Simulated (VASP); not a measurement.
Wanted: the native input for a VASP 6.6.1 run.

```
Task                               : single point
Functional                         : B3LYP
Dispersion                         : D3(BJ)
Potentials or basis                : VASP PAW PBE potentials, release 64 (Nb_sv)
Cutoff                             : 520 eV
k mesh                             : 7 × 7 × 7
Occupations                        : methfessel-paxton, width 0.001 eV
Spin                               : no spin polarisation
Dipole correction                  : no
Exchange at q = 0                  : truncated
Grid for exact exchange (PRECFOCK) : Normal
Further INCAR settings             : ALGO = Normal; EDIFF = 1e-06; NBANDS = 12
```

The system is Nb.

```
Nb
1.0
     0.00000    2.11500    2.11500
     2.11500    0.00000    2.11500
     2.11500    2.11500    0.00000
Nb
1
Cartesian
  0.0000 0.0000 0.0000
```

This isn't the form of Nb at room conditions, which is bcc.

These files were run (other wordings do the same):

POSCAR

```
Nb
1.0
    0.0000000000      2.1150000000      2.1150000000
    2.1150000000      0.0000000000      2.1150000000
    2.1150000000      2.1150000000      0.0000000000
Nb
1
Direct
    0.0000000000      0.0000000000      0.0000000000
```

INCAR.step1

```
SYSTEM = Nb
PREC     = Accurate       ! precision mode
ENCUT    = 520            ! plane-wave cutoff, eV
EDIFF    = 1E-5           ! SCF threshold, eV
ISMEAR   = 1              ! smearing method
SIGMA    = 0.001          ! smearing width, eV
LREAL    = .False.        ! projectors in reciprocal space
LASPH    = .True.         ! aspherical terms in the spheres
NELM     = 100            ! most SCF steps
ALGO     = Normal         ! electronic algorithm
ISIF     = 2              ! what is computed and relaxed
LWAVE    = .True.         ! write WAVECAR
GGA      = PE             ! functional
NBANDS   = 12             ! bands
```

INCAR.step2

```
SYSTEM = Nb
PREC     = Accurate       ! precision mode
ENCUT    = 520            ! plane-wave cutoff, eV
EDIFF    = 1E-6           ! SCF threshold, eV
ISMEAR   = 1              ! smearing method
SIGMA    = 0.001          ! smearing width, eV
LREAL    = .False.        ! projectors in reciprocal space
LASPH    = .True.         ! aspherical terms in the spheres
NELM     = 100            ! most SCF steps
ALGO     = Normal         ! electronic algorithm
ISIF     = 2              ! what is computed and relaxed
LWAVE    = .False.        ! write WAVECAR
LCHARG   = .True.         ! write CHGCAR
GGA      = B3             ! functional
LHFCALC  = .True.         ! exact exchange
AEXX     = 0.2            ! exact-exchange fraction
AGGAX    = 0.72         
AGGAC    = 0.81         
ALDAC    = 0.19         
PRECFOCK = Normal       
HFRCUT   = -1           
IVDW     = 12             ! dispersion correction
LELF     = .True.         ! ELF
LVHAR    = .True.       
ISTART   = 1            
NBANDS   = 12             ! bands
```

KPOINTS

```
regular mesh
0
Gamma
  7 7 7
  0 0 0
```

Potentials or basis: VASP PAW PBE potentials, release 64 (Nb_sv).

Command:

```console
$ cat potpaw_PBE.64/Nb_sv/POTCAR > POTCAR
$ cp INCAR.step1 INCAR
$ mpirun -np 1 vasp_std > vasp.out
$ cp INCAR.step2 INCAR
$ mpirun -np 1 vasp_std > vasp.out
```

Results of the run:

```json
{"Pressure": "-14.0 GPa", "Band gap on the k mesh": "none (metal or under the smearing width)", "Dispersion energy per atom": "-1.449 eV"}
```

Caveat: the k mesh is coarse (spacing up to 0.37 Å⁻¹), so the values aren't converged, least of all with exact exchange; the PAW data sets were made with another functional, which shifts forces and pressure a little; pairwise dispersion overbinds metals, which lowers pressure and volume.

It took 42 min on 1 thread of Intel(R) Xeon(R) Platinum 8175M CPU @ 2.50GHz (Skylake/Cascade Lake) (shared host), peak memory 0.16 GiB.
